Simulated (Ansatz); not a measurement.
Input and output for Fe (simple hexagonal type): DFT, PBE, PAW with Ansatz's default frozen-core files, scalar-relativistic (Ansatz 0.2.0). This run: volume at 0.4 of the series' base cell, ecut 250.

The cell comes from a relaxation on PAW files under the same functional, begun from a prototype that needn't be the stable phase.

Command: `ansatz run input.yaml --threads 1 --pin off --max-ram 3072MiB --backend cpu --events-out ev --progress --plain --runs-dir out` It took 5.5 s on 1 thread of Arm Neoverse V2, on a shared host, peak memory 0.29 GiB.

```yaml
crystal:
  lattice:
    - [1.8538317735, 0.0, 0.0]
    - [-0.9269158868, 1.6054654102, 0.0]
    - [0.0, 0.0, 1.7036637611]
  atoms:
    - { symbol: Fe, position: [0.0, 0.0, 0.0], spin: 2.5 }
magnetization:
  spin_polarized: true
kpoints:
  mp_grid: { grid: [18, 18, 16] }
scf:
  occupations: { method: fermi_dirac, width: 0.08 }
hamiltonian:
  xc: pbe
  pseudopotentials: { kind: paw }
output:
  forces: true
  stress: true
  eigenvalues: true
  write_density: true
  write_potential: true
  elf: true
  volumetric_format: npy
basis:
  ecutwfc: 250
```

Output:

```
Warning: basis.ecutwfc = 250 eV is below the records' recommended 420 eV, and the density's cutoff is lower with it unless basis.ecutrho_ratio is high enough to keep the records' density cutoff: compare with a run at a higher cutoff
Engine: ansatz 0.2.0
Pseudopotentials: kind: paw
Pseudopotential: Fe, paw, valence charge 16, recommended cutoff 420 eV (normal), Fe.paw.azcp
Functional definition: PBE
  parameter kappa = 0.804
  parameter beta = 0.06672455060314922
  exchange = pbe_x(kappa = kappa, mu = beta*pi^2/3)
  correlation = pbe_c(beta = beta)
Crystal: 1 atoms, lattice volume = 5.071 Å³
Basis set: ecut = 250 eV, 47 PW (Γ), exchange–correlation on 20×20×18 points (8 copies of the dense FFT grid, shifted against one another)
Bands: 14, of which v1, the nominal top of the filled ones, is band 8 counted from 1 (7 counted from 0)
Symmetry: 24 space group operations
Space group: P6/mmm (ITA 191), of the structure as read, at distance tolerance 1.7e-5 Å
Magnetic group: BNS 191.233 (UNI 1463), of the structure as read, at distance tolerance 1.7e-5 Å
k-points: 333 of 5184
Non-local potential: Fe, projectors of the file, l = 0: 3, l = 1: 2, l = 2: 3, l = 3: 1
PAW form: soft (Blöchl's): semilocal exchange-correlation on the pseudo side does not see the compensation charge
PAW one-centre angular grid: Fe, 590 points (default); XC on 64 Gauss nodes
Initial density: superposition of atomic densities (chi_scale 0.1, normalization cell)
Starting moments: Σ|m| = 2.5 μB on 1 of 1 site
Initial wavefunctions: pseudopotential atomic-orbital guess
Functional: x = pbe(κ = 0.804, μ = 0.2195149727645171), c = pbe(β = 0.06672455060314922)
iter 1 solved again at ethr=8.31e-4 eV; its pass at ethr=3.10e-3 eV (dr2=1.33e-1 eV) is discarded
SCF iter   1: F=—  HF=-4451.169338 eV  |F-HF|=—  |Δ(HF+E_count)|=         —  Δρ=3.93e-1 (↑3.93e-1 ↓3.42e-1)  dr2=1.33e-1  dr2_m=6.22e0  M=0.343 μB ∫|m|=0.343 μB  β_m=0.30  ethr=8.31e-4  ⟨swp⟩=1.0  Hψ=45020  notcnv=0
Mixer restart at iter 1: flushing history
preconditioner: auto → none  [metal: Δε(μ)=0.005 eV  Ē_g=26.419 eV  σ=0.080 eV  W_gap=0.02  n_scr=0 (ndim 8)  ℏωp=46.6 eV  f_vac=0.000  D(μ)=0.98/eV (n_scr^D=20)]
SCF iter   2: F=—  HF=-4457.490473 eV  |F-HF|=—  |Δ(HF+E_count)|=    6.32e0  Δρ=3.04e-1 (↑2.51e-1 ↓3.04e-1)  dr2=1.14e-1  dr2_m=3.56e0  M=0.238 μB ∫|m|=0.238 μB  β_m=0.65  ethr=8.31e-4  ⟨swp⟩=2.8  Hψ=19543  notcnv=0
SCF iter   3: F=—  HF=-4467.574835 eV  |F-HF|=—  |Δ(HF+E_count)|=    1.01e1  Δρ=1.58e-1 (↑1.58e-1 ↓1.13e-1)  dr2=1.76e0  dr2_m=3.48e-2  M=0.023 μB ∫|m|=0.023 μB  β_m=0.53  ethr=7.10e-4  ⟨swp⟩=3.3  Hψ=24611  notcnv=0  defer=447
SCF iter   4: F=—  HF=-4467.024413 eV  |F-HF|=—  |Δ(HF+E_count)|=   5.50e-1  Δρ=2.41e-2 (↑1.34e-2 ↓2.41e-2)  dr2=2.38e-2  dr2_m=3.05e-3  M=-0.000 μB ∫|m|=0.002 μB  β_m=0.76  ethr=7.10e-4  ⟨swp⟩=3.4  Hψ=22976  notcnv=0  defer=722
SCF iter   5: F=—  HF=-4467.023207 eV  |F-HF|=—  |Δ(HF+E_count)|=   1.21e-3  Δρ=5.74e-3 (↑2.66e-3 ↓5.74e-3)  dr2=1.62e-3  dr2_m=2.01e-4  M=0.002 μB ∫|m|=0.003 μB  β_m=0.88  ethr=1.49e-4  ⟨swp⟩=2.6  Hψ=18062  notcnv=0  defer=674
SCF iter   6: F=—  HF=-4467.026045 eV  |F-HF|=—  |Δ(HF+E_count)|=   2.84e-3  Δρ=4.23e-4 (↑3.08e-4 ↓4.23e-4)  dr2=5.78e-6  dr2_m=1.03e-6  M=0.000 μB ∫|m|=0.000 μB  β_m=0.87  ethr=1.01e-5  ⟨swp⟩=1.8  Hψ=11081  notcnv=0  defer=672
SCF iter   7: F=—  HF=-4467.026125 eV  |F-HF|=—  |Δ(HF+E_count)|=   8.03e-5  Δρ=9.47e-5 (↑7.41e-5 ↓9.47e-5)  dr2=4.94e-7  dr2_m=2.34e-8  M=-0.000 μB ∫|m|=0.000 μB  β_m=0.84  ethr=3.61e-8  ⟨swp⟩=2.5  Hψ=13837  notcnv=0  defer=673
SCF iter   8: F=—  HF=-4467.026126 eV  |F-HF|=—  |Δ(HF+E_count)|=   1.09e-6  Δρ=1.71e-5 (↑1.17e-5 ↓1.71e-5)  dr2=6.25e-9  dr2_m=4.42e-9  M=-0.000 μB ∫|m|=0.000 μB  β_m=0.92  ethr=3.08e-9  ⟨swp⟩=2.5  Hψ=13014  notcnv=0  defer=673
SCF iter   9: F=—  HF=-4467.026126 eV  |F-HF|=—  |Δ(HF+E_count)|=   6.95e-8  Δρ=1.69e-6 (↑1.69e-6 ↓7.43e-7)  dr2=6.39e-11  dr2_m=4.66e-11  M=-0.000 μB ∫|m|=0.000 μB  β_m=0.95  ethr=3.91e-11  ⟨swp⟩=2.6  Hψ=14545  notcnv=0  defer=673
SCF iter  10: F=-4467.026126 eV  HF=-4467.026126 eV  |F-HF|=1.82e-12  |Δ(HF+E_count)|=  2.24e-10  Δρ=2.41e-7 (↑2.41e-7 ↓1.48e-7)  dr2=3.01e-12  dr2_m=1.96e-13  M=-0.000 μB ∫|m|=0.000 μB  ethr=1.00e-12  ⟨swp⟩=7.4  Hψ=46780  notcnv=0
SCF 1 converged in 10 iterations: F = -4467.026126 eV  dr2 = 3.01e-12
  greatest PAW one-centre occupation: 1.028 electrons in one spin orbital (limit 2), on the Fe atom at site 0 (counted from 0), in its partial waves of l = 1
WARN: the starting moments were not kept: the SCF closed with an absolute magnetisation of 1.9e-7 μB, where they sum to 2.5 μB in size (1 site). That is at most 0.1 of that sum. Measured as dr2_m measures the in/out step, that magnetisation stands 7.3e-14 eV from none, at or under the dr2_threshold of 1.0e-7 eV: it is no larger than a step whose dr2_m would equal this threshold. The system may hold no moment; this SCF shows only that its start led to no more than that. To try another start: raise the starting moments (crystal.atoms[].spin, magnetization.per_species, magnetization.initial_magnetization, or on a non-collinear deck that types none of these the spinor_matrix: blocks that start its atoms; where the total moment is fixed, keep their sum and leave initial_magnetization as it is; typed ones take the place of any that the run laid by itself, positive ones on a crystal's lanthanoids without a Hubbard term where scf.initial_density.shell_occupations: [] is typed) or, if the notice of its spin-set hold's release reads "site moments contracting" or "site moments show no strong build", lengthen the hold (scf.mixing.spin_hold: { on: { confirm: 4 } }; for m-r²SCAN on two components see the key's manual first). Each may lead to a state that holds a moment. A second SCF, from the converged charge density, with the starting moments and any scf.initial_density.shell_occupations laid on it anew, would have followed, and was not run: the deck does not ask for one (magnetization.retry_lost_moments is false, the default). To let it run, set magnetization.retry_lost_moments: true and run the deck again, where that key's refused combinations let it; where memory then withholds it, that run's warning says so.
SCF converged after 10 iterations
Magnetization: -0.0000 μB (8.0000 up, 8.0000 down)
Absolute magnetization: 0.0000 μB (∫|ρ↑−ρ↓|, with the PAW one-centre terms)
Spin contamination: 0.0000 ħ² per cell (⟨S²⟩ above its minimum at these occupations)
Per-site moments (μB) at R_I (Å): [(-1.635812628295461e-7, 0.70276130145375)]
Free energy (F): -4467.026126 eV
Harris-Foulkes:  -4467.026126 eV  (|F-HF|=1.82e-12)
Internal energy: -4467.011335 eV  (E = F + TS)
E sigma→0 (E₀):  -4467.018730 eV
Entropy (-TS):   -0.014792 eV (-14.792 meV/atom)
Fermi energy:    45.609923 eV
--- Per-component energies (eV) ---
  E_band       = 173.304977
  E_kinetic    = 401.444806
  E_local      = -1106.199283  (includes V_loc(G=0)·N_el)
  E_nonlocal   = 261.875613
  E_hartree    = 576.128134
  E_xc         = -126.251771
  E_vxc        = -163.306926  (∫ρ·V_xc dr)
  E_paw        = -1404.974924  (= ΣΔE_a)
  E_vpaw       = -372.771048  (= ΣTr[D̂ρ^β])
  E_aug_tail   = 0.005619  (compensation charges beyond the density's cutoff)
  E_ewald      = -3069.039528
  E_smearing   = -0.014792  (= −TS)
  E_closure    = 0.000000  (closes the sum)
  Σ components = -4467.026126   (vs F -4467.026126, Δ=0.00e0)
--- Forces (eV/Å), atoms counted from 1 ---
  atom   1  Fe     0.00000000    -0.00000000     0.00000000
  max |Σ_I F_I| component: 1.64e-32 eV/Å
--- Stress (GPa, compression-positive) ---
     1042.827760      -0.000000       0.000000
       -0.000000    1042.827760       0.000000
        0.000000       0.000000    1072.803412
  P = ⅓ Tr σ = 1052.8196 GPa (10528.196 kbar)
--- Band table (eV; the first three rows and the last of 666) ---
  k-point 0 ↑: bands = ["-45.7064", "-7.9307", "-7.9307", "-7.2279", "33.7113", "35.8303", "40.6710", "40.6710", "48.6431", "48.6431", "71.9972", "81.1360", "91.7860", "91.7860"]
  k-point 1 ↑: bands = ["-45.6326", "-7.9035", "-7.9035", "-7.4322", "33.9010", "36.1623", "40.7298", "40.7298", "48.4408", "48.4408", "72.1804", "79.4601", "91.5853", "91.5853"]
  k-point 2 ↑: bands = ["-45.4688", "-8.5278", "-7.8539", "-7.8539", "34.3594", "36.8409", "40.8741", "40.8741", "47.6297", "47.6297", "72.7269", "75.3422", "90.7730", "90.7730"]
  k-point 332 ↓: bands = ["-42.3570", "-12.3922", "-10.3271", "-10.3271", "35.8240", "35.8240", "43.7138", "43.7138", "50.5043", "68.4849", "68.4849", "71.7933", "73.6056", "73.6056"]
```

The start moments died away, and the runs ended non-magnetic.
